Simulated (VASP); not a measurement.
Wanted: the native input for a VASP 6.6.1 run.

```yaml
Task: band structure
Functional: PBEsol
Potentials_or_basis: VASP PAW PBE potentials, release 64 (N, B)
Cutoff: 520 eV
k_mesh: 12 × 12 × 12
Occupations: fermi-dirac, width 0.05 eV
Spin: no spin polarisation
Further_INCAR_settings: ALGO = Fast; EDIFF = 1e-06; NBANDS = 11
```

The structure of BN lies in POSCAR:

```
BN
1.0
    1.2511217832      0.7223354983      3.3729344033
   -1.2511217832      0.7223354983      3.3729344033
    0.0000000000     -1.4446709966      3.3729344033
N B
1 1
Direct
    0.6672382000      0.6672382000      0.6672382000
    0.0003288000      0.0003288000      0.0003288000
```

The cell is a database's computed one.

These files were run (other wordings do the same):

INCAR

```
  PREC = Accurate
  ENCUT = 520
  EDIFF = 1E-6
  ISMEAR = -1
  SIGMA = 0.05
  LREAL = False
  LASPH = True
  NELM = 80
  ALGO = Fast
  ISIF = 2
  LWAVE = False
  LCHARG = False
  GGA = PS
  NBANDS = 11
```

KPOINTS

```
Automatic mesh
0
Gamma
  12 12 12
```

KPOINTS_OPT

```
path GLB1,BZGX,QFP1Z,LP
10
line-mode
reciprocal
 0.0000000000  0.0000000000  0.0000000000  G
 0.5000000000  0.0000000000  0.0000000000  L

 0.5000000000  0.0000000000  0.0000000000  L
 0.5000000000  0.1972419765 -0.1972419765  B1

 0.8027580235  0.5000000000  0.1972419765  B
 0.5000000000  0.5000000000  0.5000000000  Z

 0.5000000000  0.5000000000  0.5000000000  Z
 0.0000000000  0.0000000000  0.0000000000  G

 0.0000000000  0.0000000000  0.0000000000  G
 0.3486209883  0.0000000000 -0.3486209883  X

 0.6513790117  0.3486209883  0.0000000000  Q
 0.5000000000  0.5000000000  0.0000000000  F

 0.5000000000  0.5000000000  0.0000000000  F
 0.6513790117  0.6513790117  0.1972419765  P1

 0.6513790117  0.6513790117  0.1972419765  P1
 0.5000000000  0.5000000000  0.5000000000  Z

 0.5000000000  0.0000000000  0.0000000000  L
 0.8027580235  0.3486209883  0.3486209883  P
```

Potentials or basis: VASP PAW PBE potentials, release 64 (N, B).

Command:

```sh
$ cat potpaw_PBE.64/N/POTCAR potpaw_PBE.64/B/POTCAR > POTCAR
$ mpirun -np 1 vasp_std > vasp.out
```

It gave:

```
Pressure                : 1.0 GPa
Band gap on the k mesh  : 4.18 eV, indirect (least direct gap 4.63 eV)
Band gap along the path : 4.12 eV, indirect (least direct gap 4.64 eV)
```

Caveat: the PAW data sets were made with another functional, which shifts forces and pressure a little.

Run time: 75 s on 1 thread of Intel(R) Xeon(R) Platinum 8259CL CPU @ 2.50GHz (Skylake/Cascade Lake), on a shared host, peak memory 0.19 GiB.
